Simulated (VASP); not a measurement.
Set up this calculation in VASP 6.6.1, as the native input.

```
Task                   : relaxation of the atoms
Functional             : PBE
Dispersion             : D3(BJ)
Potentials or basis    : VASP PAW PBE potentials, release 64 (Ta_pv)
Cutoff                 : 600 eV
k mesh                 : 16 × 16 × 16
Occupations            : methfessel-paxton, width 0.1 eV
Spin                   : no spin polarisation
Further INCAR settings : ALGO = Normal; EDIFF = 1e-07; IBRION = 2; EDIFFG = -0.01; NSW = 40
```

The structure of Ta lies in POSCAR:

```
Ta                                      
1.0
   -1.6547330594      1.6547330594      1.6547330594
    1.6547330594     -1.6547330594      1.6547330594
    1.6547330594      1.6547330594     -1.6547330594
  Ta            
     1
Direct
     0.0000000000000000    0.0000000000000000    0.0000000000000000
```

The cell isn't the ideal one: a relaxed cell with its volume scaled by 1.02.

These files were run (other wordings do the same):

INCAR

```
PREC = Accurate
ENCUT = 600
EDIFF = 1E-7
ISMEAR = 1
SIGMA = 0.1
LREAL = False
LASPH = True
NELM = 80
ALGO = Normal
ISIF = 2
LWAVE = False
LCHARG = False
GGA = PE
IVDW = 12
IBRION = 2
NSW = 40
EDIFFG = -0.01
```

KPOINTS

```
Automatic mesh
0
Gamma
  16 16 16
```

Potentials or basis: VASP PAW PBE potentials, release 64 (Ta_pv).

The run is started by

```bash
$ cat potpaw_PBE.64/Ta_pv/POTCAR > POTCAR
$ mpirun -np 1 vasp_std > vasp.out
```

Results of the run:

- Pressure after relaxing: -3.9 GPa
- Band gap on the k mesh: none (metal or under the smearing width)
- Dispersion energy per atom: -0.658 eV

Caveat: the relaxation stopped at its first step, so nothing moved; pairwise dispersion overbinds metals, which lowers pressure and volume.

Wall time 10 s on 1 thread of Intel(R) Xeon(R) Platinum 8488C (Sapphire Rapids) (shared host), peak memory 0.17 GiB.
